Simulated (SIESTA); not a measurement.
TePb:

```
Pb Te
1.0
     4.00229    0.00000    0.00000
     0.00000    4.00229    0.00000
     0.00000    0.00000    4.00229
Pb Te
1 1
Direct
  0.00000 0.00000 0.00000
  0.50000 0.50000 0.50000
```

Measurements of this composition are mostly on another form, of space group No. 225.

* Program: SIESTA 5.4.2
* Task: relaxation of cell and atoms
* Functional: LDA
* Potentials or basis: PseudoDojo 0.4 standard (LDA files)
* Basis: DZP (energy shift 0.002 Ry)
* Grid cutoff: 500 Ry
* Energy shift: 0.002 Ry
* k mesh: 7 × 7 × 7
* Occupations: fermi-dirac, width 0.05 eV
* Spin: no spin polarisation

At the start: pressure -3.2 GPa; volume 32.05 Å³/atom.

Task: Where does the relaxation end?

Result: Over 3 steps the energy falls by 24.2 meV/atom and the volume is 29.62 Å³/atom (-7.6 %); space group Pm-3m (No. 221, to 0.05 Å).

Step by step:
```csv
step,energy change (eV),largest force (eV/Å),pressure (GPa),volume (Å³)
1,0.0000,0.0000,-3.24,64.11
2,-0.0161,0.0000,-2.71,63.22
3,-0.0484,0.0000,0.20,59.24
```

Final structure:
```
Pb Te
1.0
     3.89835    0.00000    0.00000
     0.00000    3.89835    0.00000
     0.00000    0.00000    3.89835
Pb Te
1 1
Direct
  0.00000 0.00000 0.00000
  0.50000 0.50000 0.50000
```

Caveat: semicore shells carry a single zeta, which can move pressures by several GPa and volumes by a few percent; the basis of atomic orbitals isn't converged, which shifts pressures, moduli and gaps.
